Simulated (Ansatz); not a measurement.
SiGe: zone-centre modes

Level of theory: DFT PBEsol, scalar-relativistic, plane waves, PAW (Ansatz). Settings: plane waves to 420 eV, k-mesh 10×6×6 (Γ-centred), Gaussian smearing 0.03 eV. No spin polarisation.

The undisturbed cell (relaxed at this level; it needn't be the usual structure):

```xyz
8
Lattice="-3.9006 0.0000 0.0000 0.0000 0.0000 -6.4434 0.0000 -6.7560 0.0000" Properties=species:S:1:pos:R:3 pbc="T T T"
Si    0.0000   -2.2520   -0.8083
Si   -1.9503   -5.6300   -0.8083
Si   -1.9503   -1.1260   -4.0300
Si    0.0000   -4.5040   -4.0300
Ge    0.0000   -2.2520   -3.2188
Ge   -1.9503   -5.6300   -3.2188
Ge   -1.9503   -1.1260   -6.4405
Ge    0.0000   -4.5040   -6.4405
```

Harmonic modes by finite displacements of 0.02 Å, without the LO–TO term. The cell doubles the primitive one, so its zone centre also holds the primitive cell's point q = (0, 1/2, 0).

Question: At this geometry, is the structure stable against these modes?

Answer: Yes: no mode is imaginary beyond 10 cm⁻¹, and only the three translations lie near zero.

Question: List the wavenumbers in cm⁻¹.

Answer: 0, 0, 0, 67, 68, 72, 86, 118, 135, 199, 216, 230, 356, 361, 373, 380, 383, 389, 393, 393, 404, 404, 404, 404.

Cost: 1 run of about 6.5 core-minutes, on Intel Xeon 6975P-C (Granite Rapids) (shared hosts).